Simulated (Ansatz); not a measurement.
## SiO2 — quadrupolar parameters

The cell is a Materials Project structure (computed, not necessarily an observed phase), atoms as given.

```
Si O
1.0
    -4.94148    4.94148    4.94148
     4.94148   -4.94148    4.94148
     4.94148    4.94148   -4.94148
Si O
8 16
Direct
  0.31388 0.31388 0.31388
  0.00000 0.31388 0.00000
  0.00000 0.00000 0.31388
  0.31388 0.00000 0.00000
  0.00000 0.00000 0.68612
  0.68612 0.00000 0.00000
  0.00000 0.68612 0.00000
  0.68612 0.68612 0.68612
  0.50000 0.50000 0.50000
  0.00000 0.50000 0.00000
  0.00000 0.00000 0.50000
  0.50000 0.00000 0.00000
  0.18888 0.18888 0.37777
  0.18888 0.37777 0.18888
  0.81112 0.00000 0.18888
  0.00000 0.81112 0.18888
  0.37777 0.18888 0.18888
  0.18888 0.81112 0.00000
  0.81112 0.18888 0.00000
  0.18888 0.00000 0.81112
  0.62223 0.81112 0.81112
  0.81112 0.62223 0.81112
  0.00000 0.18888 0.81112
  0.81112 0.81112 0.62223
```

Sites (sets of like atoms) are named by element and the number of their first atom in this list.

All values are calculated (Ansatz; DFT, PBE, plane waves and PAW, scalar-relativistic, 420 eV cutoff, Γ-centred 3×3×3 k-points, Fermi–Dirac smearing 0.02 eV), not measured.

C_Q = eQV_zz/h, which is 24.18 MHz for Q = 1 b and V_zz = 10²¹ V/m²; η = (V_xx − V_yy)/V_zz. Directions are in the Cartesian axes of the cell vectors above, for the atom listed; none is given where the gradient is under 0.02 or η is above 0.95.

(1) Which values are expected at the nuclei?

Answers

(1) 

```
site  first atom                 first shell  V_zz (10²¹ V/m²)     η  direction of V_zz (x, y, z)
  Si           1          4 O at 1.59–1.61 Å             -0.63  0.00               0.58 0.58 0.58
  O9           9  2 Si at 1.59 Å, angle 180°             10.41  0.00               0.58 0.58 0.58
 O13          13  2 Si at 1.61 Å, angle 148°              9.39  0.22               0.00 0.00 1.00
```

An axis of threefold or higher order runs through Si and O9, so V_zz lies along it and η is zero. At O13 V_zz runs parallel to the line that joins its two neighbours (within 1°).

The largest force is 0.3 eV/Å, so the atoms aren't at the calculated equilibrium and relaxing them would move these values.
